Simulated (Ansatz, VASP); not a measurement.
One calculation of B, two programs

```
B
1.0
     2.48117    0.00000    0.00000
    -1.24059    2.14876    0.00000
     0.00000    0.00000    2.25802
B
3
Direct
  0.00000 0.00000 0.00000
  0.33333 0.66667 0.50000
  0.66667 0.33333 0.50000
```

Change from the starting cell: volume scaled by 0.6, LAPW.

Alike in both runs: task single point; functional PBE; k mesh 12 × 12 × 16; occupations fermi-dirac, width 0.05 eV; no spin polarisation.

|  | VASP | Ansatz |
| --- | --- | --- |
| version | VASP 6.6.1 | Ansatz 0.2.0 |
| potentials or method | VASP PAW PBE potentials, release 64 (B), cutoff 520 eV | all-electron LAPW, scalar-relativistic |

```tsv
	VASP	Ansatz	Ansatz less VASP
pressure (GPa)	271.5	270.7	-0.79
largest component of the traceless stress (GPa)	0.46	0.31	-0.148
```

Ansatz ran all-electron here, so the differences hold the error of VASP's frozen core and of both bases.

Caveats: the cell as given lies far from equilibrium; so large a pressure means that the cell lies far from this level's equilibrium, or that cutoff or potentials fall short (VASP).
